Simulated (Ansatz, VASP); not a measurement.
**TePb in VASP and in Ansatz**

```xyz
2
Lattice="0.0000 3.2270 3.3883 3.2270 0.0000 3.3883 3.2270 3.2270 0.0000" Properties=species:S:1:pos:R:3 pbc="T T T"
Te    3.2270    3.2270    3.3883
Pb    0.0000    0.0000    0.0000
```

Change from the starting cell: strain +0.000 along x and y, +0.050 along z, atoms carried along.

Alike in both runs: task single point; functional PBE; k mesh 8 × 8 × 8; occupations gaussian, width 0.05 eV; no spin polarisation.

|  | VASP | Ansatz |
| --- | --- | --- |
| version | VASP 6.6.1 | Ansatz 0.2.0 |
| potentials or method | VASP PAW PBE potentials, release 64 (Te, Pb_d) | scalar-relativistic, plane waves, PAW |
| plane-wave cutoff (eV) | 520 | 420 |
| valence electrons in the cell | 20 | 30 |

|  | VASP | Ansatz | Ansatz less VASP |
| --- | --- | --- | --- |
| gap on the k mesh at the Fermi level (eV) | 0.73 | 0.72 | -0.004 |
| least direct gap on the mesh (eV) | 0.73 | 0.72 | -0.004 |
| pressure (GPa) | 0.4 | 0.5 | +0.06 |
| largest component of the traceless stress (GPa) | 2.97 | 2.97 | 0.000 |

The two sets of potentials don't hold the same shells in valence.

Caveats: spin-orbit coupling is left out, which as a rule narrows the gap of such compounds by several tenths of an eV. A k mesh can miss the band edges.
